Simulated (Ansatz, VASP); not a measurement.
Given: the input of a run of Ansatz 0.2.0 on SnSe2.

File input.yaml:

```yaml
crystal:
  lattice:
    - [3.7594936861, 0.0, 0.0]
    - [-1.8797468431, 3.2558170375, 0.0]
    - [0.0, 0.0, 6.0530709152]
  atoms:
    - { symbol: Sn, position: [0.0, 0.0, 0.0] }
    - { symbol: Se, position: [0.6666666667, 0.3333333333, 0.751] }
    - { symbol: Se, position: [0.3333333333, 0.6666666667, 0.249] }
hamiltonian:
  xc: pbesol
  pseudopotentials: { kind: paw }
kpoints:
  mp_grid: { grid: [8, 8, 5] }
scf:
  occupations: { method: fermi_dirac, width: 0.05 }
output:
  forces: true
  stress: true
  eigenvalues: true
```

Potentials or basis: Ansatz PAW.

Command:

```sh
$ ansatz run input.yaml --threads 1 --pin off --max-ram 3584MiB --backend cpu --events-out ev --progress --plain --runs-dir out
```

**Question.** Set up the same calculation for VASP 6.6.1. Potentials there: VASP PAW PBE potentials, release 64 (Sn_d, Se).

**Answer.** As run (the cutoff follows the program's own potentials):

Contents of INCAR:

```
ALGO     = Normal         # electronic algorithm
EDIFF    = 1E-7           # SCF threshold, eV
ENCUT    = 520            # plane-wave cutoff, eV
GGA      = PS             # functional
ISIF     = 2              # what is computed and relaxed
ISMEAR   = -1             # smearing method
LASPH    = True           # aspherical terms in the spheres
LCHARG   = False          # write CHGCAR
LREAL    = False          # projectors in reciprocal space
LWAVE    = False          # write WAVECAR
NBANDS   = 20             # bands
NELM     = 100            # most SCF steps
PREC     = Accurate       # precision mode
SIGMA    = 0.05           # smearing width, eV
```

Contents of KPOINTS:

```
k-points
0
Gamma
  8 8 5
```

File POSCAR:

```
SnSe2
1.0
    3.7594936861      0.0000000000      0.0000000000
   -1.8797468431      3.2558170375      0.0000000000
    0.0000000000      0.0000000000      6.0530709152
Sn Se
1 2
Direct
    0.0000000000      0.0000000000      0.0000000000
    0.6666666667      0.3333333333      0.7510000000
    0.3333333333      0.6666666667      0.2490000000
```

Potentials or basis: VASP PAW PBE potentials, release 64 (Sn_d, Se).

Command:

```console
$ cat potpaw_PBE.64/Sn_d/POTCAR potpaw_PBE.64/Se/POTCAR > POTCAR
$ mpirun -np 1 vasp_std > vasp.out
```

Both were run:

|  | VASP | Ansatz | Ansatz less VASP |
| --- | --- | --- | --- |
| gap on the k mesh at the Fermi level (eV) | 0.78 | 0.79 | +0.008 |
| least direct gap on the mesh (eV) | 1.18 | 1.19 | +0.010 |
| pressure (GPa) | 6.1 | 5.9 | -0.15 |
| largest component of the traceless stress (GPa) | 1.16 | 1.16 | -0.002 |
| rms of the force components (eV/Å) | 0.498 | 0.486 | -0.0122 |

Atom by atom the forces differ by 0.012 eV/Å (rms over components). The two sets of potentials don't hold the same shells in valence.

Caveats: spin-orbit coupling is left out, which moves the levels of the heavy elements; this functional lacks dispersion, which binds the layers, so the pressure and a relaxed spacing across them are unreliable; the PAW data sets were made with another functional, which shifts forces and pressure a little (VASP); an odd mesh through Γ misses points on the zone boundary, where band edges often lie (VASP); odd divisions of the mesh miss points on the zone boundary, where band edges often lie, so the gap on the mesh can be too wide (Ansatz); the PAW data sets come from PBE, with cores solved anew for the run's functional, which leaves a small shift of forces and pressure (Ansatz); forces of over 1 eV/Å show positions far from the minimum, so gaps and moduli don't describe the material at rest (Ansatz).
